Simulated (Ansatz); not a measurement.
Sn: frozen-core PAW against all-electron methods

```yaml
crystal:
  lattice:
    - [-1.61168, 1.61168, 2.95402]
    - [1.61168, -1.61168, 2.95402]
    - [1.61168, 1.61168, -2.95402]
  atoms:
    - { symbol: Sn, position: [0.00000, 0.00000, 0.00000] }
```

Conventional cell: a = 3.223 Å, b = 3.223 Å, c = 5.908 Å, α = 90.00°, β = 90.00°, γ = 90.00°. Around Sn (atom 1) lie 4 Sn at 3.22 Å.

The cell is COD entry 1540069, as deposited and not checked against the literature; nothing was relaxed. The listed cell was then made from it by scaling, straining or moving an atom.

Spin–orbit coupling is left out, though it moves levels of the heavy atoms by tenths of an eV or more.

All numbers are computed: DFT, PBE, PAW with Ansatz's default frozen-core files, scalar-relativistic (Ansatz 0.2.0); DFT, PBE, all-electron PAW with datasets made for the crystal, scalar-relativistic (Ansatz 0.2.0); DFT, PBE, all-electron LAPW, scalar-relativistic (Ansatz 0.2.0).

For PAW: a Γ-centred 18×18×18 k mesh, Fermi–Dirac smearing of 0.03 eV, cutoff 420 eV, no spin polarisation. The crystal-made all-electron datasets (AE datasets) take a cutoff of 240 eV at this cell. LAPW targets a basis error of 1 meV/atom. The Ansatz runs share mesh, smearing and spin set-up. Plane-wave (PAW) pressures include the program's estimate of the Pulay term.

Stress and pressure are positive in compression.

The change that made this cell: volume scaled by 1.04.

Spin–orbit coupling is left out, which moves gradients at and beside heavy atoms by some per cent and at worst by a factor of two.

In a metal, gradients converge slowly with the k mesh: the values move by tens of per cent from one mesh to another, at times in sign, so only the comparison on one mesh counts.

```json
{"quantity": "pressure (GPa)", "PAW": "-2.98", "AE datasets": "-2.98", "LAPW": "-2.98"}
{"quantity": "stress xx (GPa)", "PAW": "-2.22", "AE datasets": "-2.22", "LAPW": "-2.22"}
{"quantity": "stress zz (GPa)", "PAW": "-4.50", "AE datasets": "-4.50", "LAPW": "-4.50"}
{"quantity": "field gradient Vzz at Sn (10²¹ V/m²)", "PAW": "8.49", "AE datasets": "8.64", "LAPW": "–"}
```

PAW's pressure differs from the LAPW value by about 0.01 GPa or less.
